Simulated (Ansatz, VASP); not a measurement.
**Mo: VASP beside Ansatz**

```
Mo
1.0
    -1.52969    1.52969    1.52969
     1.52969   -1.52969    1.52969
     1.52969    1.52969   -1.52969
Mo
1
Direct
  0.00000 0.00000 0.00000
```

Alike in both runs: functional PBEsol; k mesh 8 × 8 × 8; occupations gaussian, width 0.1 eV; no spin polarisation.

Ansatz relaxed the structure, and its values are those at the end. VASP's run is a single point on that final structure, the one shown.

```csv
,VASP,Ansatz
version,VASP 6.6.1,Ansatz 0.2.0
potentials or method,"VASP PAW PBE potentials, release 64 (Mo_sv)","scalar-relativistic, plane waves, PAW"
plane-wave cutoff (eV),520,420
valence electrons in the cell,14,14
```

```tsv
	VASP	Ansatz	Ansatz less VASP
gap on the k mesh at the Fermi level (eV)	none	none	-
pressure (GPa)	22.8	22.0	-0.80
```

A gap of «none» marks a metal or a gap that the smearing closes.

Caveats: the k mesh is coarse (spacing up to 0.36 Å⁻¹), so the values aren't converged; so large a pressure means that the cell lies far from this level's equilibrium, or that cutoff or potentials fall short (VASP); the potentials were made for another functional, which shifts forces and pressure (VASP).
